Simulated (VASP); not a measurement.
# B2P (R-3m) in VASP: reference runs, part 2 of 2

VASP 6.6.1.

## 8. Equation of state, PBE, 10.82 Å³/atom (volume scaled by 1.04)

Input file INCAR:

```
PREC = Accurate
ENCUT = 520
EDIFF = 1E-7
ISMEAR = -1
SIGMA = 0.05
LREAL = False
LASPH = True
NELM = 60
ALGO = Normal
ISIF = 2
LWAVE = False
LCHARG = False
GGA = PE
NBANDS = 12
```

Input file KPOINTS:

```
Automatic mesh
0
Gamma
  10 10 10
```

Input file POSCAR:

```
B2P
1.0
    1.5350580759      0.8862611885      3.9765290809
   -1.5350580759      0.8862611885      3.9765290809
    0.0000000000     -1.7725223770      3.9765290809
B P
2 1
Direct
    0.4293400000      0.4293400000      0.4293400000
    0.5706600000      0.5706600000      0.5706600000
    0.0000000000      0.0000000000      0.0000000000
```

Potentials or basis: VASP PAW PBE potentials, release 64 (B, P).

On the command line:

```console
cat potpaw_PBE.64/B/POTCAR potpaw_PBE.64/P/POTCAR > POTCAR
mpirun -np 1 vasp_std > vasp.out
```

OUTCAR:

```text
PREC = Accurate
   ENCUT = 520
   EDIFF = 1E-7
   ISMEAR = -1
   LREAL = False
   LASPH = True
   NELM = 60
   ISIF = 2
   GGA = PE

 Found    116 irreducible k-points:

 Following reciprocal coordinates:
            Coordinates               Weight
  0.000000  0.000000  0.000000      1.000000
  0.100000  0.000000  0.000000      6.000000
  0.200000  0.000000  0.000000      6.000000
  0.300000  0.000000  0.000000      6.000000
  0.400000 -0.000000  0.000000      6.000000
  0.500000  0.000000  0.000000      3.000000
   k-points           NKPTS =    116   k-points in BZ     NKDIM =    116   number of bands    NBANDS=     12
   number of dos      NEDOS =    301   number of ions     NIONS =      3
   total plane-waves  NPLWV =  32768
   dimension x,y,z NGX =    32 NGY =   32 NGZ =   32
   dimension x,y,z NGXF=    64 NGYF=   64 NGZF=   64
   ions per type =               2   1
   NGX,Y,Z   is equivalent  to a cutoff of  12.22, 12.22, 12.22 a.u.
   NGXF,Y,Z  is equivalent  to a cutoff of  24.44, 24.44, 24.44 a.u.
 SYSTEM =  unknown system
   PREC   = accura    normal or accurate (medium, high low for compatibility)
   ISTART =      0    job   : 0-new  1-cont  2-samecut
   ICHARG =      2    charge: 1-file 2-atom 10-const
   ISPIN  =      1    spin polarized calculation?
   LNONCOLLINEAR =      F non collinear calculations
   LSORBIT =      F    spin-orbit coupling
   LASPH  =      T    aspherical Exc in radial PAW
[... 62 lines left out ...]
      4       6.6026      0.80374
      5       6.6026      0.80351
      6       9.6730      0.00000
      7       9.6731      0.00000
      8      12.4136      0.00000
      9      12.4136      0.00000
     10      12.7774      0.00000
     11      14.3309      0.00000
     12      17.1372      0.00000
[... 61 lines left out ...]
 k-point     6 :       0.5000    0.0000    0.0000
  band No.  band energies     occupation
      1      -4.8710      2.00000
      2      -3.3047      2.00000
      3       1.2941      2.00000
      4       3.7732      2.00000
      5       4.3273      2.00000
      6       4.3876      2.00000
      7       7.2785      0.00000
      8       8.0787      0.00000
      9      12.1820      0.00000
     10      14.4159      0.00000
     11      18.9797      0.00000
     12      20.2874      0.00000

 [... further k-points ...]
[... 5 lines left out ...]
  --------------------------------------------------------------------------------------
  -------------------------------------------------------------------------------------
  Total       -1.0802249     -1.0802127     -1.5847059      0.0000000     -0.0000000      0.0000000
  in kB      -53.3190993    -53.3184971    -78.2199097      0.0000000     -0.0000000      0.0000000
  external PRESSURE =     -61.6191687 kB  Pullay stress =       0.0000000 kB

 VOLUME and BASIS-vectors are now :
 -----------------------------------------------------------------------------
  energy-cutoff  :      520.00
  volume of cell :       32.46
      direct lattice vectors                 reciprocal lattice vectors
     1.535058076  0.886261189  3.976529081     0.325720576  0.188055924  0.083825197
    -1.535058076  0.886261189  3.976529081    -0.325720576  0.188055924  0.083825197
     0.000000000 -1.772522377  3.976529081     0.000000000 -0.376111848  0.083825197

 POSITION                                       TOTAL-FORCE (eV/Angst)
 -----------------------------------------------------------------------------------
      0.00000      0.00000      5.12185         0.000000     -0.000000      0.083169
      0.00000      0.00000      6.80774         0.000000      0.000000     -0.083169
      0.00000      0.00000      0.00000         0.000000      0.000000      0.000000
 -----------------------------------------------------------------------------------
    total drift:                               -0.000000     -0.000000      0.000000

  FREE ENERGIE OF THE ION-ELECTRON SYSTEM (eV)
  ---------------------------------------------------
  free  energy   TOTEN  =       -16.8639018948 eV

  energy  without entropy=      -16.8554319299  energy(sigma->0) =      -16.85966691
```

stdout:

```text
POSCAR found type information on POSCAR B P
 POSCAR found :  2 types and       3 ions
 scaLAPACK will be used
 LDA part: xc-table for (Slater+PW92), standard interpolation
 POSCAR, INCAR and KPOINTS ok, starting setup
 FFT: planning ... GRIDC
 FFT: planning ... GRID_SOFT
 FFT: planning ... GRID
 WAVECAR not read
 entering main loop
```

It took 71 s on 1 thread of Intel Xeon Platinum 8488C (Sapphire Rapids), shared host; peak memory 0.19 GiB.

What came out:

| Item | Value |
| --- | --- |
| Free energy | -16.8639 eV |
| Pressure | -6.2 GPa |
| Largest force | 0.083 eV/Å |
| Band gap on the k mesh | none (metal or under the smearing width) |

## 9. Equation of state, PBE, 11.03 Å³/atom (volume scaled by 1.06)

Input file INCAR:

```
PREC = Accurate ; ENCUT = 520
EDIFF = 1E-7 ; ISMEAR = -1
SIGMA = 0.05 ; LREAL = False
LASPH = True ; NELM = 80
ALGO = Normal ; ISIF = 2
LWAVE = False ; LCHARG = False
GGA = PE ; NBANDS = 12
```

Input file KPOINTS:

```
regular mesh
0
Gamma
  10 10 10
```

Input file POSCAR:

```
B2P
1.0
    1.5448357795      0.8919063164      4.0018579745
   -1.5448357795      0.8919063164      4.0018579745
    0.0000000000     -1.7838126328      4.0018579745
B P
2 1
Direct
    0.4293400000      0.4293400000      0.4293400000
    0.5706600000      0.5706600000      0.5706600000
    0.0000000000      0.0000000000      0.0000000000
```

Potentials or basis: VASP PAW PBE potentials, release 64 (B, P).

On the command line:

```console
cat potpaw_PBE.64/B/POTCAR potpaw_PBE.64/P/POTCAR > POTCAR
mpirun -np 1 vasp_std > vasp.out
```

It took 2 min on 1 thread of Intel Xeon Platinum 8488C (Sapphire Rapids), shared host; peak memory 0.2 GiB.

It converged, with:

```yaml
Free_energy: -16.8352 eV
Pressure: -8.6 GPa
Largest_force: 0.085 eV/Å
Band_gap_on_the_k_mesh: none (metal or under the smearing width)
```

## 10. Equation of state, PBE

No new run: the results of the series are fitted here.

What came out:

```yaml
Equilibrium_volume: 10.38 Å³/atom
Bulk_modulus_at_fixed_shape_and_positions: 160 GPa
Pressure_derivative_of_the_bulk_modulus: 4.0
```

Energy against volume, from the lowest point:
```
volume (Å³/atom)  energy (meV/atom)
           9.779              19.24
           9.988               7.95
          10.196               1.69
          10.404               0.00
          10.612               2.44
          10.820               8.61
          11.028              18.16
```

Caveat: the cell was scaled at fixed shape and fractional positions, which overstates the stiffness of a crystal with free parameters, most of all of layers and chains.

## 11. Overview

```tsv
task	cell	gap on the mesh (eV)	pressure (GPa)	largest force (eV/Å)
single point	as given	none	-0.4	0.08
single point	atoms moved at random, drawn with an rms of 0.05 Å	none	-0.1	0.92
equation of state	as given	-	-	-
```

Alike in all rows: level PBE; potentials or basis VASP PAW PBE potentials, release 64 (B, P); no spin polarisation; k mesh 10 × 10 × 10; cutoff (eV) 520; smearing fermi-dirac 0.05 eV.

Caveats: the cell was scaled at fixed shape and fractional positions, which overstates the stiffness of a crystal with free parameters, most of all of layers and chains (some runs).

Absolute energies hang on the potentials; compare differences alone.
